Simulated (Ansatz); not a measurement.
Runs of Ansatz 0.2.0 on TiO2. It takes space group P4_2/mnm (No. 136, tetragonal). The conventional cell has a = 4.600 Å, b = 4.600 Å, c = 2.959 Å, α = 90.00°, β = 90.00°, γ = 90.00°. Around Ti (site symmetry mmm) lie 6 O at 1.95 to 1.98 Å. Around O (site symmetry m2m) lie 3 Ti at 1.95 to 1.98 Å. The cell is a database's computed one.

```csv
task,level,potentials or basis,cell,k mesh,cutoff (eV),points for each segment of the path,gap on the mesh (eV),pressure (GPa),relaxed volume (Å³/atom)
band structure,BLYP,Ansatz PAW,as given,6 × 6 × 9,420,14,1.86,9.9,-
relaxation of cell and atoms,rPW86-PBE,Ansatz PAW,relaxed,6 × 6 × 9,420,-,1.79,0.0,10.90
relaxation of cell and atoms,rPW86-PBE+rVV10,Ansatz PAW,relaxed,6 × 6 × 9,420,-,1.79,0.0,10.73
single point,PBE,Ansatz PAW,as given,4 × 4 × 7,420,-,1.86,(a),-
```

Alike in all rows: no spin polarisation; smearing fermi-dirac 0.05 eV.

Task: Fill in the values left out.

Result: (a) 4.2.

Caveats: the PAW data sets come from PBE, with cores solved anew for the run's functional, which leaves a small shift of forces and pressure (some runs); odd divisions of the mesh miss points on the zone boundary, where band edges often lie, so the gap on the mesh can be too wide (some runs); the plane-wave basis is chosen anew once the cell has moved, so the energies of steps on either side of that aren't comparable (some runs).

A k mesh can miss the band edges.
